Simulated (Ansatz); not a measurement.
**Zr: stress in a strained cell**

Zr is deformed so: equal xx and yy strain of -1 %. What stress and forces result, by LAPW, PAW and all-electron datasets made for the crystal?

Method: DFT LDA, scalar-relativistic, in Ansatz 0.2.0.

### 1 The system as given

The structure is cubic, space group Im-3m (No. 229). The conventional cell has a = 3.620 Å, b = 3.620 Å, c = 3.620 Å, α = 90.00°, β = 90.00°, γ = 90.00°. Around Zr (site symmetry m-3m) lie 8 Zr at 3.14 Å.

Coordinates:

```cif
data_structure
_symmetry_space_group_name_H-M 'Im-3m'
_symmetry_Int_Tables_number 229
_cell_length_a 3.6200
_cell_length_b 3.6200
_cell_length_c 3.6200
_cell_angle_alpha 90.000
_cell_angle_beta 90.000
_cell_angle_gamma 90.000
_cell_volume 47.44
loop_
_atom_site_label
_atom_site_type_symbol
_atom_site_symmetry_multiplicity
_atom_site_Wyckoff_symbol
_atom_site_fract_x
_atom_site_fract_y
_atom_site_fract_z
_atom_site_occupancy
Zr1 Zr 2 a 0.00000 0.00000 0.00000 1
```

The file gives the conventional cell by its symmetry; the runs use the cell typed in the input.

### 2 After the deformation

Space group Im-3m before, I4/mmm after.

### 3 Full-potential LAPW

Contents of input.yaml:

```yaml
crystal:
  lattice:
    - [-1.7919, 1.7919, 1.81]
    - [1.7919, -1.7919, 1.81]
    - [1.7919, 1.7919, -1.81]
  atoms:
    - { symbol: Zr, position: [0.0, 0.0, 0.0] }
kpoints:
  mp_grid: { grid: [16, 16, 16] }
  band_path:
    path:
      - [0.0, 0.0, 0.0]
      - [0.0, 0.0, 0.5]
      - [0.25, 0.25, 0.25]
      - [0.0, 0.5, 0.0]
      - [0.0, 0.0, 0.0]
      - [0.5, 0.5, -0.5]
      - [0.495025, 0.504975, -0.495025]
      - [-0.495025, 0.495025, 0.495025]
      - [0.0, 0.0, 0.0]
    npoints: 5
scf:
  occupations: { method: fermi_dirac, width: 0.03 }
hamiltonian:
  xc: lda
  pseudopotentials: { kind: all_electron, lapw: { basis_error: 0.0005 } }
output:
  forces: true
  stress: true
  eigenvalues: true
```

Run with:

```bash
> ansatz run input.yaml --threads 1 --pin off --max-ram 3072MiB --backend cpu --events-out ev --progress --plain --runs-dir out
```

### 4 Frozen-core PAW

Contents of input.yaml:

```yaml
crystal:
  lattice:
    - [-1.7919, 1.7919, 1.81]
    - [1.7919, -1.7919, 1.81]
    - [1.7919, 1.7919, -1.81]
  atoms:
    - { symbol: Zr, position: [0.0, 0.0, 0.0] }
kpoints:
  mp_grid: { grid: [16, 16, 16] }
scf:
  occupations: { method: fermi_dirac, width: 0.03 }
hamiltonian:
  xc: lda
  pseudopotentials: { kind: paw }
output:
  forces: true
  stress: true
  eigenvalues: true
  efg: { contact_densities: true }
```

### 5 All-electron PAW on datasets made for the crystal

Edit input.yaml of step 4 so:

```diff
@@ -13,3 +13,3 @@
   xc: lda
-  pseudopotentials: { kind: paw }
+  pseudopotentials: { kind: all_electron, datasets: crystal }
 output:
```

(Steps that only read results are left out.)

Before running it: what results should come out? Wanted: pressure; largest shear or deviatoric stress.

**Answer**, as computed:

```
                                 quantity                                              value
                                 pressure  LAPW -8.16, PAW -8.18, crystal datasets -8.16 GPa
largest shear or deviatoric stress (LAPW)                                           0.15 GPa
```

In words: The largest part of the stress beyond the pressure is 0.15 GPa in size, in the zz component. No run of the undeformed cell stands beside it, so the pressure holds what the given cell had before the change. PAW: stress within 0.02 GPa of LAPW. Crystal datasets: stress within 0.01 GPa of LAPW.
